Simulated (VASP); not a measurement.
# LiTaO2 (P-3m1) in VASP: equation of state

Aim: energy against volume of LiTaO2 in PBE, for its equilibrium volume and stiffness.

Program: VASP 6.6.1. These are calculated values, not measurements. Logs are shortened: lines on timing, memory, paths and dates and some standing lists are left out, and cuts for length are marked.

## Step 1: The crystal as given

It takes space group P-3m1 (No. 164, trigonal). Conventional cell: a = 2.854 Å, b = 2.854 Å, c = 5.573 Å, α = 90.00°, β = 90.00°, γ = 120.00°. Li (site symmetry -3m) is surrounded by 6 O at 2.14 Å. Around Ta (site symmetry -3m) lie 6 O at 2.18 Å. Around O (site symmetry 3m) lie 3 Li at 2.14 Å and 3 Ta at 2.18 Å.

The cell was built by a generator and needn't be a form met in nature.

## Step 2: Equation of state, PBE, 9.24 Å³/atom (volume scaled by 0.94)

Contents of INCAR:

```
SYSTEM = LiTaO2
PREC = Accurate
ENCUT = 520
EDIFF = 1E-7
ISMEAR = -1
SIGMA = 0.05
LREAL = .FALSE.
LASPH = .TRUE.
NELM = 80
ALGO = Normal
ISIF = 2
LWAVE = .FALSE.
LCHARG = .FALSE.
GGA = PE
NBANDS = 21
```

Contents of KPOINTS:

```
regular mesh
0
G
  11 11 5
  0 0 0
```

Contents of POSCAR:

```
LiTaO2
1.0
    2.7961305887      0.0000000000      0.0000000000
   -1.3980652944      2.4215172690      0.0000000000
    0.0000000000      0.0000000000      5.4591746087
Li Ta O
1 1 2
Direct
    0.0000000000      0.0000000000      0.5000000000
    0.0000000000      0.0000000000      0.0000000000
    0.6666700000      0.3333300000      0.2553500000
    0.3333300000      0.6666700000      0.7446500000
```

Potentials or basis: VASP PAW PBE potentials, release 64 (Li_sv, Ta_pv, O).

Launch:

```sh
> cat potpaw_PBE.64/Li_sv/POTCAR potpaw_PBE.64/Ta_pv/POTCAR potpaw_PBE.64/O/POTCAR > POTCAR
> mpirun -np 1 vasp_std > vasp.out
```

OUTCAR:

```text
SYSTEM = LiTaO2
   PREC = Accurate
   ENCUT = 520
   EDIFF = 1E-7
   ISMEAR = -1
   LREAL = .FALSE.
   LASPH = .TRUE.
   NELM = 80
   ISIF = 2
   GGA = PE

 Found    168 irreducible k-points:

 Following reciprocal coordinates:
            Coordinates               Weight
  0.000000  0.000000  0.000000      1.000000
  0.090909  0.000000  0.000000      4.000000
 -0.090909  0.090909  0.000000      2.000000
  0.181818  0.000000  0.000000      4.000000
 -0.181818  0.181818  0.000000      2.000000
  0.272727  0.000000  0.000000      4.000000
   k-points           NKPTS =    168   k-points in BZ     NKDIM =    168   number of bands    NBANDS=     21
   number of dos      NEDOS =    301   number of ions     NIONS =      4
   total plane-waves  NPLWV =  24192
   dimension x,y,z NGX =    24 NGY =   24 NGZ =   42
   dimension x,y,z NGXF=    48 NGYF=   48 NGZF=   84
   ions per type =               1   1   2
   NGX,Y,Z   is equivalent  to a cutoff of  14.27, 14.27, 12.79 a.u.
   NGXF,Y,Z  is equivalent  to a cutoff of  28.54, 28.54, 25.58 a.u.
 SYSTEM =  LiTaO2
   PREC   = accura    normal or accurate (medium, high low for compatibility)
   ISTART =      0    job   : 0-new  1-cont  2-samecut
   ICHARG =      2    charge: 1-file 2-atom 10-const
   ISPIN  =      1    spin polarized calculation?
   LNONCOLLINEAR =      F non collinear calculations
   LSORBIT =      F    spin-orbit coupling
   LASPH  =      T    aspherical Exc in radial PAW
   ENCUT  =  520.0 eV  38.22 Ry    6.18 a.u.   5.20  5.20 10.15*2*pi/ulx,y,z
   NELM   =     80;   NELMIN=  2; NELMDL= -5     # of ELM steps
   EDIFF  = 0.1E-06   stopping-criterion for ELM
   LREAL  =      F    real-space projection
   EDIFFG = 0.1E-05   stopping-criterion for IOM
   NSW    =      0    number of steps for IOM
   IBRION =     -1    ionic relax: 0-MD 1-quasi-New 2-CG
   NFREE  =      0    steps in history (QN), initial steepest desc. (CG)
   ISIF   =      2    stress and relaxation
   ISYM   =      2    0-nonsym 1-usesym 2-fastsym
   POTIM  = 0.5000    time-step for ionic-motion
   TEBEG  =    0.0;   TEEND  =   0.0 temperature during run
   PSTRESS=    0.0 pullay stress
   NELECT =      26.0000    total number of electrons
   NUPDOWN=      -1.0000    fix difference up-down
   EMIN   =  10.00;   EMAX   =-10.00  energy-range for DOS
   EFERMI =   0.00;   METHOD = LEGACY
   ISMEAR =    -1;   SIGMA  =   0.05  broadening in eV -4-tet -1-fermi 0-gaus
   EFERMI_NEDOS =   21; number of points for ismear=-14 and -15
   IALGO  =     38    algorithm
   IMIX   =      4    mixing-type and parameters
     AMIX     =   0.40;   BMIX     =  1.00
     AMIX_MAG =   1.60;   BMIX_MAG =  1.00
  volume/ion in A,a.u.               =       9.24        62.36
  Fermi-wavevector in a.u.,A,eV,Ry     =   1.455935  2.751318 28.840900  2.119746
  Thomas-Fermi vector in A             =   2.572912
   LORBIT       =      0    0 simple, 1 ext, 2 COOP (PROOUT), +10 PAW based schemes
   GGA     = PE    functional components
[... 5 lines left out ...]
 non-spin polarized calculation
  energy-cutoff  :      520.00
  volume of cell :       36.96
 maximum number of plane-waves:      1006
 NGX is ok and might be reduce to    24
   NGX = 11   NGY = 11   NGZ = 21

 number of electron      25.9999997 magnetization

 Free energy of the ion-electron system (eV)
  ---------------------------------------------------
  ext. energy  EPLUGINS =         0.00000000
  ---------------------------------------------------
  free energy    TOTEN  =       -32.03361305 eV

  energy without entropy =      -32.02478820  energy(sigma->0) =      -32.02920062

 E-fermi :   6.6786     XC(G=0): -11.9995

 val. band max:        6.6351622054   @ k =   0.1818   0.1818   0.4000
 cond. band min:       6.6989419653   @ k =  -0.0909   0.2727   0.2000
 fundamental gap:      0.0637797599
 Fermi energy:         6.6786207291

 k-point     1 :       0.0000    0.0000    0.0000
  band No.  band energies     occupation
      1     -39.1792      2.00000
      2     -28.8962      2.00000
      3     -28.0287      2.00000
      4     -28.0287      2.00000
      5     -14.2993      2.00000
      6     -12.8505      2.00000
      7      -2.1631      2.00000
      8       1.4336      2.00000
      9       1.4336      2.00000
     10       2.1421      2.00000
     11       3.3341      2.00000
     12       3.3341      2.00000
     13       5.3108      2.00000
     14       7.4623      0.00000
     15       7.4625      0.00000
     16      10.0517      0.00000
     17      11.3684      0.00000
     18      11.3685      0.00000
     19      13.2631      0.00000
     20      16.6954      0.00000
     21      19.6214      0.00000

 k-point     2 :       0.0909    0.0000    0.0000
  band No.  band energies     occupation
      1     -39.1761      2.00000
      2     -28.8665      2.00000
      3     -28.1698      2.00000
      4     -28.0575      2.00000
      5     -14.1655      2.00000
      6     -12.8731      2.00000
      7      -1.9220      2.00000
      8       0.9092      2.00000
      9       1.4946      2.00000
     10       2.4538      2.00000
     11       2.7713      2.00000
     12       3.1840      2.00000
     13       5.4299      2.00000
     14       7.1807      0.00009
     15       7.6989      0.00000
     16      10.4712      0.00000
     17      11.1642      0.00000
     18      11.4799      0.00000
     19      14.1272      0.00000
     20      16.5667      0.00000
     21      19.8569      0.00000

 k-point     3 :      -0.0909    0.0909    0.0000
  band No.  band energies     occupation
      1     -39.1761      2.00000
      2     -28.8665      2.00000
      3     -28.1698      2.00000
      4     -28.0575      2.00000
      5     -14.1655      2.00000
      6     -12.8731      2.00000
      7      -1.9220      2.00000
      8       0.9092      2.00000
      9       1.4946      2.00000
     10       2.4539      2.00000
     11       2.7713      2.00000
     12       3.1840      2.00000
     13       5.4299      2.00000
     14       7.1806      0.00009
     15       7.6989      0.00000
     16      10.4712      0.00000
     17      11.1643      0.00000
     18      11.4798      0.00000
     19      14.1272      0.00000
     20      16.5667      0.00000
     21      19.8571      0.00000

 k-point     4 :       0.1818    0.0000    0.0000
  band No.  band energies     occupation
      1     -39.1679      2.00000
      2     -28.7867      2.00000
      3     -28.5328      2.00000
      4     -28.1339      2.00000
      5     -13.8196      2.00000
      6     -12.9302      2.00000
      7      -1.3325      2.00000
      8       0.2959      2.00000
      9       1.4748      2.00000
     10       1.5868      2.00000
     11       2.5217      2.00000
     12       2.8719      2.00000
     13       5.4970      2.00000
     14       6.9627      0.00680
     15       8.3943      0.00000
     16      10.8195      0.00000
     17      11.7642      0.00000
     18      11.8715      0.00000
     19      15.5217      0.00000
     20      16.2905      0.00000
     21      20.0579      0.00000

 k-point     5 :      -0.1818    0.1818    0.0000
  band No.  band energies     occupation
      1     -39.1679      2.00000
      2     -28.7867      2.00000
      3     -28.5328      2.00000
      4     -28.1339      2.00000
      5     -13.8196      2.00000
      6     -12.9303      2.00000
      7      -1.3325      2.00000
      8       0.2959      2.00000
      9       1.4748      2.00000
     10       1.5868      2.00000
     11       2.5217      2.00000
     12       2.8719      2.00000
     13       5.4969      2.00000
     14       6.9626      0.00680
     15       8.3944      0.00000
     16      10.8194      0.00000
     17      11.7641      0.00000
     18      11.8717      0.00000
     19      15.5217      0.00000
     20      16.2905      0.00000
     21      19.9666      0.00000

 k-point     6 :       0.2727    0.0000    0.0000
  band No.  band energies     occupation
      1     -39.1573      2.00000
      2     -28.9837      2.00000
      3     -28.6762      2.00000
      4     -28.2324      2.00000
      5     -13.4348      2.00000
      6     -12.9486      2.00000
      7      -0.9214      2.00000
      8       0.0817      2.00000
      9       0.2941      2.00000
     10       1.5295      2.00000
     11       2.0534      2.00000
     12       2.6464      2.00000
     13       5.0264      2.00000
     14       7.8305      0.00000
     15       9.5238      0.00000
     16      11.2302      0.00000
     17      12.1136      0.00000
     18      12.9291      0.00000
     19      15.7527      0.00000
     20      16.7419      0.00000
     21      19.4834      0.00000

 [... further k-points ...]

------------------------ aborting loop because EDIFF is reached ----------------------------------------

  FORCE on cell =-STRESS in cart. coord.  units (eV):
  Direction    XX          YY          ZZ          XY          YZ          ZX
  --------------------------------------------------------------------------------------
  -------------------------------------------------------------------------------------
  Total        3.6655835      3.6653781      3.6437750     -0.0001704      0.0001865     -0.0003231
  in kB      158.8845583    158.8756560    157.9392701     -0.0073854      0.0080851     -0.0140044
  external PRESSURE =     158.5664948 kB  Pullay stress =       0.0000000 kB

 VOLUME and BASIS-vectors are now :
 -----------------------------------------------------------------------------
  energy-cutoff  :      520.00
  volume of cell :       36.96
      direct lattice vectors                 reciprocal lattice vectors
     2.796130589  0.000000000  0.000000000     0.357637087  0.206482112  0.000000000
    -1.398065294  2.421517269  0.000000000     0.000000000  0.412964224  0.000000000
     0.000000000  0.000000000  5.459174609     0.000000000  0.000000000  0.183177874

 POSITION                                       TOTAL-FORCE (eV/Angst)
 -----------------------------------------------------------------------------------
      0.00000      0.00000      2.72959         0.000000      0.000000      0.000000
      0.00000      0.00000      0.00000         0.000000      0.000000      0.000000
      1.39808      0.80716      1.39400        -0.000140      0.000081      0.905640
     -0.00001      1.61435      4.06517         0.000140     -0.000081     -0.905640
 -----------------------------------------------------------------------------------
    total drift:                                0.000000     -0.000000      0.000000

  FREE ENERGIE OF THE ION-ELECTRON SYSTEM (eV)
  ---------------------------------------------------
  free  energy   TOTEN  =       -32.0336130459 eV

  energy  without entropy=      -32.0247881989  energy(sigma->0) =      -32.02920062
```

Wall time 88 s (1 thread of Intel Xeon 6975P-C (Granite Rapids), shared host); peak memory 0.25 GiB.

What came out:

- Free energy: -32.0336 eV
- Largest force: 0.906 eV/Å
- Band gap on the k mesh: none (metal or under the smearing width)

Caveat: the cutoff is under 1.25 times the usual one of these potentials, so pressure, stress and relaxed cells hold a basis-set (Pulay) error.

## Step 3: Equation of state, PBE, 9.44 Å³/atom (volume scaled by 0.96)

Contents of INCAR:

```
PREC = Accurate ; ENCUT = 520
EDIFF = 1E-7 ; ISMEAR = -1
SIGMA = 0.05 ; LREAL = False
LASPH = True ; NELM = 80
ALGO = Normal ; ISIF = 2
LWAVE = False ; LCHARG = False
GGA = PE ; NBANDS = 21
```

Contents of KPOINTS:

```
Automatic mesh
0
Gamma
  11 11 5
```

Contents of POSCAR:

```
LiTaO2
1.0
    2.8158222980      0.0000000000      0.0000000000
   -1.4079111490      2.4385707694      0.0000000000
    0.0000000000      0.0000000000      5.4976207670
Li Ta O
1 1 2
Direct
    0.0000000000      0.0000000000      0.5000000000
    0.0000000000      0.0000000000      0.0000000000
    0.6666700000      0.3333300000      0.2553500000
    0.3333300000      0.6666700000      0.7446500000
```

Potentials or basis: VASP PAW PBE potentials, release 64 (Li_sv, Ta_pv, O).

Launch:

```sh
> cat potpaw_PBE.64/Li_sv/POTCAR potpaw_PBE.64/Ta_pv/POTCAR potpaw_PBE.64/O/POTCAR > POTCAR
> mpirun -np 1 vasp_std > vasp.out
```

Wall time 70 s (1 thread of Intel Xeon 6975P-C (Granite Rapids), shared host); peak memory 0.25 GiB.

It converged, with:

```yaml
Free_energy: -32.0986 eV
Largest_force: 0.600 eV/Å
Band_gap_on_the_k_mesh: none (metal or under the smearing width)
```

Caveat: the cutoff is under 1.25 times the usual one of these potentials, so pressure, stress and relaxed cells hold a basis-set (Pulay) error.

## Step 4: Equation of state, PBE, 9.63 Å³/atom (volume scaled by 0.98)

Contents of INCAR:

```
SYSTEM = LiTaO2
  PREC = Accurate
  ENCUT = 520
  EDIFF = 1E-7
  ISMEAR = -1
  SIGMA = 0.05
  LREAL = .FALSE.
  LASPH = .TRUE.
  NELM = 80
  ALGO = Normal
  ISIF = 2
  LWAVE = .FALSE.
  LCHARG = .FALSE.
  GGA = PE
  NBANDS = 21
```

Contents of KPOINTS:

```
Automatic mesh
0
G
  11 11 5
  0 0 0
```

Contents of POSCAR:

```
LiTaO2
1.0
    2.8352423758      0.0000000000      0.0000000000
   -1.4176211879      2.4553890303      0.0000000000
    0.0000000000      0.0000000000      5.5355365911
Li Ta O
1 1 2
Direct
    0.0000000000      0.0000000000      0.5000000000
    0.0000000000      0.0000000000      0.0000000000
    0.6666700000      0.3333300000      0.2553500000
    0.3333300000      0.6666700000      0.7446500000
```

Launch:

```sh
> cat potpaw_PBE.64/Li_sv/POTCAR potpaw_PBE.64/Ta_pv/POTCAR potpaw_PBE.64/O/POTCAR > POTCAR
> mpirun -np 1 vasp_std > vasp.out
```

It took 69 s on 1 thread of Intel Xeon 6975P-C (Granite Rapids), shared host; peak memory 0.25 GiB.

The run converged. Its results:

```yaml
Free_energy: -32.1373 eV
Largest_force: 0.320 eV/Å
Band_gap_on_the_k_mesh: none (metal or under the smearing width)
```

Caveat: the cutoff is under 1.25 times the usual one of these potentials, so pressure, stress and relaxed cells hold a basis-set (Pulay) error.

## Step 5: Equation of state, PBE, 10.03 Å³/atom (volume scaled by 1.02)

Contents of INCAR:

```
SYSTEM = LiTaO2
  ALGO = Normal
  EDIFF = 1E-7
  ENCUT = 520
  GGA = PE
  ISIF = 2
  ISMEAR = -1
  LASPH = .TRUE.
  LCHARG = .FALSE.
  LREAL = .FALSE.
  LWAVE = .FALSE.
  NBANDS = 21
  NELM = 60
  PREC = Accurate
  SIGMA = 0.05
```

Contents of KPOINTS:

```
k-points
0
G
  11 11 5
  0 0 0
```

Contents of POSCAR:

```
LiTaO2
1.0
    2.8733038622      0.0000000000      0.0000000000
   -1.4366519311      2.4883512056      0.0000000000
    0.0000000000      0.0000000000      5.6098479630
Li Ta O
1 1 2
Direct
    0.0000000000      0.0000000000      0.5000000000
    0.0000000000      0.0000000000      0.0000000000
    0.6666700000      0.3333300000      0.2553500000
    0.3333300000      0.6666700000      0.7446500000
```

Launch:

```sh
> cat potpaw_PBE.64/Li_sv/POTCAR potpaw_PBE.64/Ta_pv/POTCAR potpaw_PBE.64/O/POTCAR > POTCAR
> mpirun -np 1 vasp_std > vasp.out
```

Wall time 64 s (1 thread of Intel Xeon 6975P-C (Granite Rapids), shared host); peak memory 0.25 GiB.

It converged, with:

| Item | Value |
| --- | --- |
| Free energy | -32.1463 eV |
| Largest force | 0.172 eV/Å |
| Band gap on the k mesh | none (metal or under the smearing width) |

Caveat: the cutoff is under 1.25 times the usual one of these potentials, so pressure, stress and relaxed cells hold a basis-set (Pulay) error.

## Step 6: Equation of state, PBE, 10.22 Å³/atom (volume scaled by 1.04)

Contents of INCAR:

```
SYSTEM = LiTaO2
PREC = Accurate
ENCUT = 520
EDIFF = 1E-7
ISMEAR = -1
SIGMA = 0.05
LREAL = .False.
LASPH = .True.
NELM = 100
ALGO = Normal
ISIF = 2
LWAVE = .False.
LCHARG = .False.
GGA = PE
NBANDS = 21
```

Contents of KPOINTS:

```
regular mesh
0
Gamma
  11 11 5
  0 0 0
```

Contents of POSCAR:

```
LiTaO2
1.0
    2.8919622023      0.0000000000      0.0000000000
   -1.4459811011      2.5045097831      0.0000000000
    0.0000000000      0.0000000000      5.6462765679
Li Ta O
1 1 2
Direct
    0.0000000000      0.0000000000      0.5000000000
    0.0000000000      0.0000000000      0.0000000000
    0.6666700000      0.3333300000      0.2553500000
    0.3333300000      0.6666700000      0.7446500000
```

Potentials or basis: VASP PAW PBE potentials, release 64 (Li_sv, Ta_pv, O).

Launch:

```sh
> cat potpaw_PBE.64/Li_sv/POTCAR potpaw_PBE.64/Ta_pv/POTCAR potpaw_PBE.64/O/POTCAR > POTCAR
> mpirun -np 1 vasp_std > vasp.out
```

It took 73 s on 1 thread of Intel Xeon 6975P-C (Granite Rapids), shared host; peak memory 0.26 GiB.

It converged, with:

| Item | Value |
| --- | --- |
| Free energy | -32.1211 eV |
| Largest force | 0.389 eV/Å |
| Band gap on the k mesh | none (metal or under the smearing width) |

Caveat: the cutoff is under 1.25 times the usual one of these potentials, so pressure, stress and relaxed cells hold a basis-set (Pulay) error.

## Step 7: Equation of state, PBE, 10.42 Å³/atom (volume scaled by 1.06)

Contents of INCAR:

```
SYSTEM = LiTaO2
PREC = Accurate
ENCUT = 520
EDIFF = 1E-7
ISMEAR = -1
SIGMA = 0.05
LREAL = .FALSE.
LASPH = .TRUE.
NELM = 80
ALGO = Normal
ISIF = 2
LWAVE = .FALSE.
LCHARG = .FALSE.
GGA = PE
NBANDS = 21
```

Contents of KPOINTS:

```
Automatic mesh
0
G
  11 11 5
  0 0 0
```

Contents of POSCAR:

```
LiTaO2
1.0
    2.9103828403      0.0000000000      0.0000000000
   -1.4551914202      2.5204625048      0.0000000000
    0.0000000000      0.0000000000      5.6822410826
Li Ta O
1 1 2
Direct
    0.0000000000      0.0000000000      0.5000000000
    0.0000000000      0.0000000000      0.0000000000
    0.6666700000      0.3333300000      0.2553500000
    0.3333300000      0.6666700000      0.7446500000
```

Launch:

```sh
> cat potpaw_PBE.64/Li_sv/POTCAR potpaw_PBE.64/Ta_pv/POTCAR potpaw_PBE.64/O/POTCAR > POTCAR
> mpirun -np 1 vasp_std > vasp.out
```

Wall time 63 s (1 thread of Intel Xeon 6975P-C (Granite Rapids), shared host); peak memory 0.26 GiB.

The run converged. Its results:

* Free energy: -32.0788 eV
* Largest force: 0.587 eV/Å
* Band gap on the k mesh: none (metal or under the smearing width)

Caveat: the cutoff is under 1.25 times the usual one of these potentials, so pressure, stress and relaxed cells hold a basis-set (Pulay) error.

## Step 8: Equation of state, PBE

Potentials or basis: VASP PAW PBE potentials, release 64 (Li_sv, Ta_pv, O).

This step only gathers the single runs of the series.

What came out:

* Equilibrium volume: 9.87 Å³/atom
* Bulk modulus at fixed shape and positions: 212 GPa
* Pressure derivative of the bulk modulus: 4.4

Energy against volume, from the lowest point:
| volume (Å³/atom) | energy (meV/atom) |
| --- | --- |
| 9.241 | 29.70 |
| 9.437 | 13.45 |
| 9.634 | 3.77 |
| 9.831 | 0.00 |
| 10.027 | 1.53 |
| 10.224 | 7.83 |
| 10.421 | 18.39 |

Caveat: the cutoff is under 1.25 times the usual one of these potentials, so pressure, stress and relaxed cells hold a basis-set (Pulay) error; the cell was scaled at fixed shape and fractional positions, which overstates the stiffness of a crystal with free parameters, most of all of layers and chains. Spin-orbit coupling is left out, which matters for the levels of Ta.
